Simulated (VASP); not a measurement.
Input of a VASP 6.6.1 run:

POSCAR

```
BN
1.0
    0.0000000000      1.8048651803      1.8048651803
    1.8048651803      0.0000000000      1.8048651803
    1.8048651803      1.8048651803      0.0000000000
B N
1 1
Direct
    0.0000000000      0.0000000000      0.0000000000
    0.2500000000      0.2500000000      0.2500000000
```

Contents of INCAR.step1:

```
PREC = Accurate ; ENCUT = 910
ISMEAR = 0 ; SIGMA = 0.02
LREAL = F ; LASPH = T
NELM = 120 ; NBANDS = 11
GGA = PE ; ALGO = Normal
EDIFF = 1E-5 ; LWAVE = T
LCHARG = F ; GGA_COMPAT = F
```

Contents of INCAR.step2:

```
PREC = Accurate ; ENCUT = 910
EDIFF = 1E-6 ; ISMEAR = 0
SIGMA = 0.02 ; LREAL = F
LASPH = T ; NELM = 120
ALGO = Normal ; ISIF = 2
LWAVE = F ; LCHARG = T
METAGGA = R2SCAN ; LMIXTAU = T
LELF = T ; LVHAR = T
NBANDS = 11 ; ISTART = 1
GGA_COMPAT = F
```

File KPOINTS:

```
Automatic mesh
0
Gamma
  12 12 12
```

Potentials or basis: VASP PAW PBE potentials, release 64 (B_h, N_h).

Command:

```sh
$ cat potpaw_PBE.64/B_h/POTCAR potpaw_PBE.64/N_h/POTCAR > POTCAR
$ cp INCAR.step1 INCAR
$ mpirun -np 1 vasp_std > vasp.out
$ cp INCAR.step2 INCAR
$ mpirun -np 1 vasp_std > vasp.out
```

(1) Estimate the band gap on the k mesh.

(2) Estimate the pressure.

Answers

(1) 5.00 eV, indirect (least direct gap 9.57 eV).

(2) -0.6 GPa.

Caveat: the cutoff is under 1.25 times the usual one of these potentials, so pressure, stress and relaxed cells hold a basis-set (Pulay) error; the PAW data sets were made with another functional, which shifts forces and pressure a little.

**Experimental background.**

A printed reference work, monograph reports, for a bulk crystal of BN at 300 K: band gap 6.4 eV (indirect).

A measured gap of BN is 6.4 eV (indirect; 300 K; a printed reference work, monograph); the calculated 5.00 eV misses it by -1.40 eV. The value is that of r2SCAN on a finite k mesh, which can miss the band edges, without temperature or zero-point motion.
